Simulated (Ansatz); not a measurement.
# The Ta-C system: small convex hull from a Python script

Aim: a small convex hull, for the Ta-C system, run from a script.

The COD entry's cell or inner coordinates are ideal or old and differ from later refinements, so a difference from it is no clean test against experiment.

Computed with Ansatz 0.2.0, driven from Python. Level of theory: DFT PBEsol, plane waves, PAW.

### Step 1. The system

Ta4C3 Pm-3m: It takes space group Pm-3m (No. 221, cubic). Conventional cell: a = 4.445 Å, b = 4.445 Å, c = 4.445 Å, α = 90.00°, β = 90.00°, γ = 90.00°. Around Ta (site symmetry 4/mmm) lie 4 C at 2.22 Å. Ta (site symmetry m-3m) has 6 C at 2.22 Å as nearest neighbours. C (site symmetry 4/mmm) is surrounded by 6 Ta at 2.22 Å.

TaC Fm-3m: The structure is cubic, space group Fm-3m (No. 225). The conventional cell has a = 4.446 Å, b = 4.446 Å, c = 4.446 Å, α = 90.00°, β = 90.00°, γ = 90.00°. Around Ta (site symmetry m-3m) lie 6 C at 2.22 Å. C (site symmetry m-3m) is surrounded by 6 Ta at 2.22 Å.

Ta2C P-3m1: It takes space group P-3m1 (No. 164, trigonal). Conventional cell: a = 3.106 Å, b = 3.106 Å, c = 4.946 Å, α = 90.00°, β = 90.00°, γ = 120.00°. Around Ta (site symmetry 3m) lie 3 C at 2.18 Å. C (site symmetry -3m) has 6 Ta at 2.18 Å as nearest neighbours.

Ta Im-3m: It takes space group Im-3m (No. 229, cubic). Conventional cell: a = 3.303 Å, b = 3.303 Å, c = 3.303 Å, α = 90.00°, β = 90.00°, γ = 90.00°. Ta (site symmetry m-3m) is surrounded by 8 Ta at 2.86 Å.

C R-3m: It takes space group R-3m (No. 166, trigonal). The conventional cell has a = 2.456 Å, b = 2.456 Å, c = 10.041 Å, α = 90.00°, β = 90.00°, γ = 120.00°. C (site symmetry 3m) is surrounded by 3 C at 1.42 Å.

No structure file is read: the coordinates are typed or built in the script.

### Step 2. The script

hull.py reads:

```python
"""Stability of Ta-C compounds against each other, after relaxing atoms and volume at fixed cell shape."""

from collections import Counter
import warnings

import ansatz as az
import numpy as np

PHASES = {
    "Ta4C3 Pm-3m": (
        [(4.445281, 0.0, 0.0), (0.0, 4.445281, 0.0), (0.0, 0.0, 4.445281)],
        [
            ("Ta", (0.0, 0.5, 0.5)),
            ("Ta", (0.5, 0.0, 0.5)),
            ("Ta", (0.5, 0.5, 0.0)),
            ("Ta", (0.0, 0.0, 0.0)),
            ("C", (0.5, 0.0, 0.0)),
            ("C", (0.0, 0.5, 0.0)),
            ("C", (0.0, 0.0, 0.5)),
        ],
    ),
    "TaC Fm-3m": (
        [(0.0, 2.223, 2.223), (2.223, 0.0, 2.223), (2.223, 2.223, 0.0)],
        [
            ("Ta", (0.0, 0.0, 0.0)),
            ("C", (0.5, 0.5, 0.5)),
        ],
    ),
    "Ta2C P-3m1": (
        [(3.1059, 0.0, 0.0), (-1.55295, 2.689788, 0.0), (0.0, 0.0, 4.9464)],
        [
            ("Ta", (1 / 3, 2 / 3, 0.25201)),
            ("Ta", (2 / 3, 1 / 3, 0.74799)),
            ("C", (0.0, 0.0, 0.0)),
        ],
    ),
    "Ta": (
        [(-1.65128, 1.65128, 1.65128), (1.65128, -1.65128, 1.65128), (1.65128, 1.65128, -1.65128)],
        [
            ("Ta", (0.0, 0.0, 0.0)),
        ],
    ),
    "C": (
        [(1.228029, 0.709003, 3.347011), (-1.228029, 0.709003, 3.347011), (0.0, -1.418005, 3.347011)],
        [
            ("C", (0.836, 0.836, 0.836)),
            ("C", (0.164, 0.164, 0.164)),
        ],
    ),
}


def build(vectors, sites):
    crystal = az.Crystal(lattice=az.Lattice.of(vectors))
    for symbol, position in sites:
        crystal = crystal.atom(symbol, position)
    return crystal


def compute(name, crystal):
    calc = crystal.calculation()
    calc = calc.functional("pbesol").basis(520)
    calc = calc.kpoints(spacing=0.33)
    calc = calc.occupations("gaussian", width=0.05)
    calc = calc.relax(force_tolerance=0.03, fix_cell=["shape"])
    return calc.run()


def counts(outcome):
    return Counter(site.symbol for site in outcome.lattice.sites)

def formation_energy(outcome, mu):
    n = counts(outcome)
    return (outcome.report["energy_sigma0_ev"] - sum(k * mu[element] for element, k in n.items())) / sum(n.values())


def main() -> None:
    warnings.simplefilter("ignore", az.DeckWarning)

    phases = {name: build(*cell) for name, cell in PHASES.items()}

    done = {name: compute(name, crystal) for name, crystal in phases.items()}

    # chemical potentials of the elements at zero temperature
    references = {"Ta": "Ta", "C": "C"}
    mu = {element: done[name].report["energy_sigma0_ev"] / len(done[name].lattice.sites) for element, name in references.items()}
    points = sorted((counts(o)["C"] / len(o.lattice.sites), formation_energy(o, mu), name) for name, o in done.items())

    # lower hull by a monotone chain
    hull = []
    for x, e, _ in points:
        while len(hull) > 1 and (hull[-1][0] - hull[-2][0]) * (e - hull[-2][1]) - (hull[-1][1] - hull[-2][1]) * (x - hull[-2][0]) <= 0:
            hull.pop()
        hull.append((x, e))
    rows = [(name, x, e, e - np.interp(x, *zip(*hull))) for x, e, name in points]
    print("     phase        x(C)  E_form (eV/atom)  above hull (eV/atom)")
    for row in rows:
        print(f"{str(row[0]):>10}  {row[1]:10.3f}  {row[2]:16.4f}  {row[3]:20.4f}")
    print("on the hull of these phases:", ", ".join(row[0] for row in rows if row[3] < 1e-6))


if __name__ == "__main__":
    main()
```

### Step 3. The input behind the calls

The package turns the script's settings into the engine's input (first run):

```yaml
crystal:
  lattice:
    - [4.445281, 0.0, 0.0]
    - [0.0, 4.445281, 0.0]
    - [0.0, 0.0, 4.445281]
  atoms:
    - { symbol: Ta, position: [0.0, 0.5, 0.5] }
    - { symbol: Ta, position: [0.5, 0.0, 0.5] }
    - { symbol: Ta, position: [0.5, 0.5, 0.0] }
    - { symbol: Ta, position: [0.0, 0.0, 0.0] }
    - { symbol: C, position: [0.5, 0.0, 0.0] }
    - { symbol: C, position: [0.0, 0.5, 0.0] }
    - { symbol: C, position: [0.0, 0.0, 0.5] }
basis:
  ecutwfc: 520.0
kpoints:
  mp_grid:
    kspacing: 0.33
hamiltonian:
  xc: pbesol
scf:
  occupations:
    method: gaussian
    width: 0.05
relax:
  f_tol: 0.03
  cell:
    fix: [shape]
```

### Step 4. The run

Launch:

```sh
python hull.py
```

Without the output at hand: what should come out? Wanted: on the hull of these phases; energy of Ta4C3; energy of TaC; energy of Ta2C.

The runs gave:

| quantity | value |
| --- | --- |
| on the hull of these phases | Ta, Ta2C P-3m1, TaC Fm-3m, C |
| runs compared | 5 |
| energy of Ta4C3 (run 1) from the elements | -544 meV/atom |
| energy of TaC (run 2) from the elements | -685 meV/atom |
| energy of Ta2C (run 3) from the elements | -672 meV/atom |

In words: Among these few phases the hull runs through Ta, Ta2C P-3m1, TaC Fm-3m, C; other phases, not tried, may lie lower. TaC lies 685 meV/atom below its elements, the most of the cells tried. In run 2, over 2 moves the cell shrank by 0.4 % in volume, and the space group stayed Fm-3m. In run 3, over 3 moves the cell shrank by 1.2 % in volume, and the space group stayed P-3m1. Notes:
- No spin polarisation was allowed.
- Atoms and volume are relaxed with the cell's shape held, which in cells of lower than cubic symmetry can hide stresses and shift volumes.
- Spin-orbit coupling, which matters for elements this heavy, is left out.
- Differences under about 40 meV an atom lie within the error of mesh and functional, so such verdicts may flip; only the cells listed enter the hull. Whether this is the phase that is stable at ambient conditions was not tested.
